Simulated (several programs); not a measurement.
Many methods on one cell: GaSb (F-43m)

Measured values to be reproduced:
- band gap: 0.8 eV (direct gap at Gamma from photoreflectance of the GaSb layers; 10 K; “GaSbBi alloys and heterostructures: fabrication and properties”; PR signal from GaSb cap, barriers and buffer in a GaSbBi/GaSb quantum-well structure; line shape mixes several layers; 2019; arxiv:1910.11210)

A 2-atom cell of GaSb started from a crystallographic database, relaxed with r2SCAN in Ansatz, was computed with several methods. It is cubic, F-43m (No. 216); a = 6.132 Å in the conventional setting, 28.82 Å³ an atom. Ga has 4 Sb at 2.66 Å; Sb has 4 Ga at 2.66 Å. Calculated for a static, non-magnetic cell.

```
Ga Sb
1.0
     0.00000    3.06588    3.06588
     3.06588    0.00000    3.06588
     3.06588    3.06588    0.00000
Ga Sb
1 1
Direct
  0.00000 0.00000 0.00000
  0.25000 0.25000 0.25000
```

Gaps and times are for a single point on this cell; volume and bulk modulus come from each method's own relaxation or energy curve at fixed shape. Times are rough, from shared hosts (Arm Neoverse V2), and each method has its own mesh and cell size. PM6 (MOPAC), PM7 (MOPAC), GFN1-xTB (tblite), GFN2-xTB (tblite) treat a cluster of cells at its zone centre, which samples few k points: where these miss a band edge, the gap comes out too large for that reason alone. Gaps from k meshes are read at a limited set of points (mesh, symmetry points, PBE's band edges), so each method's own least gap may be somewhat smaller. xTB and the PM methods were fitted mostly to molecules, and can miss a solid's gap by electronvolts. Minimal bases can be far off for gaps. Times of the plane-wave ladder aren't listed, since it ran on unlike processors and cards. d marks a direct gap, i an indirect one (no mark: not told apart), a dash a value that wasn't computed or didn't pass its checks.

```csv
method,kind,gap (eV),own volume (Å³/atom),bulk modulus (GPa),atoms computed,processor time
PBEsol,semilocal,–,28.58,–,2,–
light PBE (260 eV and a coarse mesh),light plane-wave,0,–,–,2,0.92 s
PBE/single zeta (GPAW),small basis,0,–,–,2,3.2 s
PBE,semilocal,0,30.08,44,2,–
GFN1-xTB (tblite),tight binding,0,29.48,59,cluster,4.7 s
GFN2-xTB (tblite),tight binding,0.75,–,–,cluster,5.7 s
PBE/SZV (CP2K),small basis,0.32 d,30.24,49,2,6.2 s
LDA,semilocal,0,27.69,–,2,–
PM6 (MOPAC),semi-empirical,6.54,–,–,cluster,7.1 s
r2SCAN,semilocal,0.41 d,28.82,53,2,–
PM7 (MOPAC),semi-empirical,4.79,–,–,cluster,12 s
PBE/DZVP (CP2K),small basis,0.02 d,–,–,2,17 s
PBE+SOC,semilocal,0,–,–,2,–
PBE0,hybrid,1.33 d,–,–,2,–
HSE06,hybrid,0.77 d,29.04,–,2,–
HSE06+SOC,hybrid,0.59 d,–,–,2,–
```

Against HSE06 (0.77 eV) and with closed or daggered gaps left aside, the nearest gap at the points sampled is that of GFN2-xTB (tblite) (-0.02 eV) and the farthest that of PM6 (MOPAC) (+5.77 eV). HSE06 is only a yardstick of convenience, and nearness to it can be luck.

Volumes against r2SCAN's: PBEsol -0.8 %, PBE +4.4 %, GFN1-xTB (tblite) +2.3 %, PBE/SZV (CP2K) +4.9 %, LDA -3.9 %, HSE06 +0.8 %.

With PBE the bands overlap or touch, or nearly. Semilocal functionals can close a real gap, so this doesn't show a metal; small gaps of other methods may in turn close between the points read or with spin-orbit coupling, and the solid may be a semimetal.

Comparison with experiment:
- Band gap, measured 0.8 eV: light PBE (260 eV and a coarse mesh) -0.80 eV, PBE/single zeta (GPAW) -0.80 eV, PBE -0.80 eV, GFN1-xTB (tblite) -0.80 eV, GFN2-xTB (tblite) -0.05 eV, PBE/SZV (CP2K) -0.48 eV, LDA -0.80 eV, PM6 (MOPAC) +5.74 eV, r2SCAN -0.39 eV, PM7 (MOPAC) +3.99 eV, PBE/DZVP (CP2K) -0.78 eV, PBE+SOC -0.80 eV, PBE0 +0.53 eV, HSE06 -0.03 eV, HSE06+SOC -0.21 eV.
The calculations are for a static lattice; samples hold vibrations, temperature and, in optical gaps, excitons. A measured value is shown where most reports agree with it, and only for the quantities listed.

Only the rows marked +SOC include spin-orbit coupling.
